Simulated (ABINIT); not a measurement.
An input for ABINIT 10.8.3 (ZnSe (Stilleite)):

```
acell 3*1.0 Angstrom
rprim 
  -0.000000000000 2.833800000000 2.833800000000
  2.833800000000 0.000000000000 2.833800000000
  2.833800000000 2.833800000000 -0.000000000000
ntypat 2
znucl 30 34
natom 2
typat 1 2
xred 
  0.000000000000 0.000000000000 0.000000000000
  0.250000000000 0.250000000000 0.250000000000
pp_dirpath "pseudos"
pseudos "Zn.upf, Se.upf"
ecut 48
ngkpt 4 4 4
nshiftk 1
shiftk 0 0 0
kptopt 1
chksymbreak 0
iscf -2
irdden 1
istwfk *1
nband 90
nbdbuf 8
tolwfr 1e-09
nstep 60
prtvol 0
indata_prefix "in"
outdata_prefix "out"
tmpdata_prefix "tmp"
```

```sh
OMP_NUM_THREADS=1 mpirun -n 4 abinit run.abi > log
```

**Question.** Estimate wall time and host memory on 4 MPI ranks of Intel Xeon Platinum 8488C (Sapphire Rapids), shared host.

It took 25 s; on shared hardware allow 12 s to 49 s. Peak host memory was 0.38 GiB.

[Paths, hosts, dates, memory and timing lines, banners, echoed tables and standing remarks are left out of the program output.]

[Logs are printed without paths, hosts, clocks, repeated set-up lines and the standing remarks that a program may print on its own settings, such as how far it seeks lower states.]

[Runs of the session that timed out or met a known fault of the program may be left out.]

[Hosts, paths, dates, database ids (printed as entryN), source tags and the programs' standing remarks are cut or masked in the printed files.]

[G0W0 gaps are taken among the corrected bands and points alone; a level outside them can change the order at an edge.]

[Where Ansatz stands beside ABINIT at settings called matched, ABINIT's density can come from a denser mesh and the files from another edition; pairs whose starting gaps differed by over 0.03 eV were left out, so agreement reads better than it is.]
